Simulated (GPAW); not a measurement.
The system is GaSb.

```
Sb Ga
1.0
     0.00000    3.05900    3.05900
     3.05900    0.00000    3.05900
     3.05900    3.05900    0.00000
Sb Ga
1 1
Direct
  0.75000 0.75000 0.75000
  0.00000 0.00000 0.00000
```

Program: GPAW 26.7.0. Alike in all runs: no spin polarisation; cell as given; k mesh 8 × 8 × 8; cutoff (eV) 600. Hardware: 1 thread of Arm Neoverse V2 (shared host).

Order these runs on this cell by their wall time, lowest first.
A. task band structure; level RPBE; potentials or basis the program's PAW data sets (release 1.2.1) made for this functional, pw; smearing fermi-dirac 0.05 eV; band path GXWKGLUWLK,UX; band points 60
B. task single point; level PBE; potentials or basis GPAW PAW data sets (gpaw-data 1.2.1), pw; smearing gaussian 0.025 eV
C. task band structure; level r2SCAN; potentials or basis GPAW PAW data sets (gpaw-data 1.2.1), pw; smearing fermi-dirac 0.05 eV; band path GXWKGLUWLK,UX; band points 60

B (13 s), A (33 s), C (140 s).
